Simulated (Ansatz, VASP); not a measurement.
# Li2S: VASP beside Ansatz

```xyz
6
Lattice="2.8523 2.8523 0.0000 -2.8523 2.8523 0.0000 0.0000 0.0000 5.7045" Properties=species:S:1:pos:R:3 pbc="T T T"
Li    1.4261    1.4261    1.4261
Li   -1.4261    1.4261    4.2784
Li    1.4261    1.4261    4.2784
Li   -1.4261    1.4261    1.4261
S     0.0000    0.0000    0.0000
S     0.0000    2.8523    2.8523
```

Alike in both runs: task single point; functional PBE; k mesh 6 × 6 × 6; occupations gaussian, width 0.02 eV; no spin polarisation.

```csv
,VASP,Ansatz
version,VASP 6.6.1,Ansatz 0.2.0
potentials or method,"VASP PAW PBE potentials, release 64 (Li_sv, S)","scalar-relativistic, plane waves, PAW"
plane-wave cutoff (eV),520,420
valence electrons in the cell,24,24
```

|  | VASP | Ansatz | Ansatz less VASP |
| --- | --- | --- | --- |
| gap on the k mesh at the Fermi level (eV) | 3.39 | 3.39 | +0.003 |
| least direct gap on the mesh (eV) | 3.39 | 3.39 | +0.003 |

The functional is the same, so the differences come from potentials, cutoffs and numerics.

 As with any semilocal functional, this PBE gap is likely too small. A k mesh can miss the band edges.
